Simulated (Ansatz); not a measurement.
**Relaxing PbSe**

All numbers below come from DFT r2SCAN, scalar-relativistic, plane waves, PAW in Ansatz. Cutoff 500 eV, Γ-centred k mesh, Gaussian smearing, no spin polarisation in the final step.

This is the end of a relaxation of cell and atoms.

```
CELL_PARAMETERS angstrom
0.00000 3.08796 3.08796
3.08796 0.00000 3.08796
3.08796 3.08796 0.00000
ATOMIC_POSITIONS crystal
Pb 0.00000 0.00000 0.00000
Se 0.50000 0.50000 0.50000
```

Energies over the elements count from the elements' standard structures at the same level, with no empirical corrections.

**Question.** What space group does it have?

**Answer.** Fm-3m (No. 225). Conventional cell: a = 6.176 Å. Pb has 6 Se at 3.09 Å; Se has 6 Pb at 3.09 Å.

**Question.** How far does it lie from the elements in energy?

**Answer.** -0.676 eV/atom.

**Question.** Is it a metal?

**Answer.** No, the gap on the 8×8×8 mesh is 0.66 eV.

The final run used a 8×8×8 mesh on its 2-atom cell and 0.02 eV smearing. Spin–orbit coupling is left out.

Cost: 2 runs of about 0.34 core-minutes in all, on Arm Neoverse V1 (shared hosts).